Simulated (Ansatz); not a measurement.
## AgBr, space group Fm-3m: cell relaxations under several functionals, step by step

Computed with Ansatz's Python interface.

The script reads `POSCAR_agbr`:
```text
AgBr
1.0
   0.00000000    2.87015000    2.87015000
   2.87015000    0.00000000    2.87015000
   2.87015000    2.87015000    0.00000000
Ag Br
1 1
Direct
   0.00000000    0.00000000    0.00000000
   0.50000000    0.50000000    0.50000000
```

At the Python prompt:
```pycon
>>> import ansatz
>>> from ase.io import read
>>> import numpy as np
>>> def edges_and_angles(cell):
...     cell = np.asarray(cell)
...     a, b, c = np.linalg.norm(cell, axis=1)
...     cosines = cell[1] @ cell[2] / (b * c), cell[0] @ cell[2] / (a * c), cell[0] @ cell[1] / (a * b)
...     return (a, b, c, *np.degrees(np.arccos(cosines)))
...
>>> atoms = read("POSCAR_agbr", format="vasp")
>>> system = ansatz.Crystal.from_ase(atoms)
>>> system.resolved().tree()["lattice"]
((0.0, 2.87015, 2.87015), (2.87015, 0.0, 2.87015), (2.87015, 2.87015, 0.0))
>>> setup = (
...     system.calculation()
...     .scf(tolerance=1e-08, max_iterations=100, lower_state_search="light")
...     .kpoints(5, 5, 5, shift=0.5)
...     .basis(20 * ansatz.Ha, xc_grid=2)
...     .occupations("Marzari-Vanderbilt", width=0.2)
...     .mixing("msr1")
...     .relax(cell=True, force_tolerance=0.01, max_steps=100)
... )
>>> levels = [("lda", "none"), ("r2scan", "none"), ("revpbe", "d3bj"), ("pbe", "d3bj")]
>>> print("level            a       b       c    alpha   beta  gamma  V/atom  steps")
level            a       b       c    alpha   beta  gamma  V/atom  steps
>>> for name, dispersion in levels:
...     seen = []
...     run = setup.functional(name, dispersion=dispersion).session().plan()
...     result = run.execute(on_event=lambda e: seen.append(e) if e["event"] == "relax_step" else None)
...     cell = result.lattice.cell_ang
...     label = name if dispersion == "none" else f"{name}+{dispersion}"
...     print("{:13s} {:7.4f} {:7.4f} {:7.4f} {:6.2f} {:6.2f} {:6.2f}".format(label, *edges_and_angles(cell)), f"{abs(np.linalg.det(cell)) / len(result.lattice.sites):7.3f} {len(seen):5d}")
...
DeckWarning: crystal.symmetry: narrowed to the stabiliser of the k-point mesh — unitary ops 48 → 12; excluded 36 operations that carry a point of the 5×5×5 mesh (shift [0.5, 0.5, 0.5]) off the mesh (the run samples exactly the mesh kpoints.mp_grid names, as [...]
DeckWarning: relax.cell: scf.convergence.dr2_threshold = 1e-8 eV is looser than the 2e-10 eV advised for a relaxation that steers and ends on the stress (1e-10 eV for each atom of the cell: 2). What an SCF threshold leaves in a stress goes as its square root, [...]
lda            3.9453  3.9453  3.9453  60.12  60.12  60.12  21.771     5
r2scan         4.0892  4.0892  4.0892  60.05  60.05  60.05  24.201     4
revpbe+d3bj    4.0373  4.0373  4.0373  60.07  60.07  60.07  23.301     4
pbe+d3bj       4.0500  4.0500  4.0500  60.07  60.07  60.07  23.523     4
```

From smallest to largest: LDA (21.77 Å³ an atom, -7.9 % against the start), revPBE+D3BJ (23.30 Å³ an atom, -1.4 % against the start), PBE+D3BJ (23.52 Å³ an atom, -0.5 % against the start) and r2SCAN (24.20 Å³ an atom, +2.4 % against the start). The spread is 11.2 % in volume.

Notes:
- These settings explore the input space; cutoff and mesh may be short of convergence.
- Forces vanish by symmetry, so the ions can't move, and the end may be a saddle.
- Edges and angles are those of the cell as typed, here a primitive one, not of the conventional cell.
- Of the deposited cell: the entry's cell lengths or inner coordinates differ somewhat from later room-temperature determinations.
- The structure is a deposited one; some such entries were measured under pressure or heat, so a shift against it needn't be the functional's error alone.
- Warnings are shown shortened and without file and line.
- Wall time of the script: 30 s on 1 thread of Arm Neoverse V1 (shared host), peak memory 0.48 GiB.
